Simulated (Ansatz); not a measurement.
**Sensitivity of the gradients in Cu2O to the input**

Cell: a structure deposited in the COD (the entry's cell lengths or inner coordinates differ somewhat from later room-temperature determinations).

```cif
data_Cu2O
_symmetry_space_group_name_H-M 'Pn-3m:1'
_symmetry_Int_Tables_number 224
_cell_length_a 4.2600
_cell_length_b 4.2600
_cell_length_c 4.2600
_cell_angle_alpha 90.000
_cell_angle_beta 90.000
_cell_angle_gamma 90.000
loop_
_atom_site_label
_atom_site_type_symbol
_atom_site_symmetry_multiplicity
_atom_site_Wyckoff_symbol
_atom_site_fract_x
_atom_site_fract_y
_atom_site_fract_z
Cu Cu 4 b 0.2500 0.2500 0.2500
O O 2 a 0.0000 0.0000 0.0000
```

One atom of each set is listed.

Reference run. Level of theory: DFT, PBE, plane waves and PAW, scalar-relativistic, 420 eV cutoff, Γ-centred 7×7×7 k-points, Fermi–Dirac smearing 0.02 eV (Ansatz 0.2.0).

(1) The input is changed as follows: `basis.ecutwfc`: not typed → 80 eV; `scf.max_iter`: not typed → 60. What happens to V_zz (10²¹ V/m²) and η?

Answers

(1) 

```csv
site,V_zz reference,η reference,V_zz changed,η changed
Cu,-5.30,0.00,-6.59,0.00
```

The largest change of V_zz is on Cu, from -5.30 to -6.59. In per cent, |V_zz| changes by +24 on Cu (all sites that start above 2). Sites without a gradient aren't listed. Its pressure is -173 GPa, against 3 GPa in the reference run. The gap closes in the changed run, so its gradients also hang on the k-mesh and the smearing. SCF iterations: 7 and 9. New warnings: cutoff below recommended. The changed input holds a cutoff far too low, so its numbers aren't properties of the crystal.

On the reference run: Semilocal functionals underestimate gradients at Cu(I) with two or three neighbours, in Cu₂O by a fifth to nearly a half.
